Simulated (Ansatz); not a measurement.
**All-electron card of InSe**

```yaml
crystal:
  lattice:
    - [5.82639, -2.05465, 0.00000]
    - [5.82639, 2.05465, 0.00000]
    - [-1.72323, 0.00000, 4.77135]
  atoms:
    - { symbol: In, position: [0.11180, 0.11180, 0.95316] }
    - { symbol: In, position: [0.88820, 0.88820, 0.04684] }
    - { symbol: Se, position: [0.33907, 0.33907, 0.33104] }
    - { symbol: Se, position: [0.66093, 0.66093, 0.66896] }
```

Atoms are numbered in the order listed.

Structure from Materials Project entry mp-21405 (possibly hypothetical), not relaxed further.

Spin–orbit coupling is left out, though it moves levels of the heavy atoms by tenths of an eV or more.

All numbers are computed: DFT, LDA, all-electron LAPW, scalar-relativistic (Ansatz 0.2.0); DFT, LDA, PAW with Ansatz's default frozen-core files, scalar-relativistic (Ansatz 0.2.0); DFT, LDA, all-electron PAW with datasets made for the crystal, scalar-relativistic (Ansatz 0.2.0).

For LAPW: a Γ-centred 7×7×6 k mesh, Fermi–Dirac smearing of 0.03 eV, basis error target 0.5 meV/atom, no spin polarisation. PAW takes a cutoff of 420 eV at this cell (files made with PBE, cores remade for this functional). The crystal-made all-electron datasets (AE datasets) take a cutoff of 240 eV at this cell. The Ansatz runs share mesh, smearing and spin set-up. Values come from LAPW unless marked.

No spin–orbit coupling: at heavy atoms the gradients can be off by tens of per cent for that reason.

```
Band gap        : 0.99 eV, indirect from the line Γ–M2 (-0.5, -0.5, 0.5) to A (0, 0, 0.5)
Volume per atom : 28.56 Å³
```

Problem. Predict this quantity. Smallest direct gap on the path.

Solution. 1.23 eV.

Problem. Field gradients Vzz (crystal-made datasets): what does the calculation give?

Solution. In1 -12.60 (η = 0.40), Se3 -8.15 (η = 0.25) in 10²¹ V/m².

Problem. Predict this quantity. Stress xx, yy, zz (compression positive).

Solution. -3.36, -2.66, -2.32 GPa.

Problem. Predict this quantity. Largest force.

Solution. 0.089 eV/Å on Se3.

Problem. Give the computed value. Löwdin charges (with 0.10 e of the cell spilling out of the atomic basis, so their sizes and signs hang on that basis).

Solution. In1 0.20, Se3 -0.15 e.

Problem. Pressure at this cell: what does the calculation give?

Solution. -2.78 GPa.

Problem. Predict this quantity. Bader charges (from the PAW run).

Solution. In1 +0.69, Se3 -0.69 e.
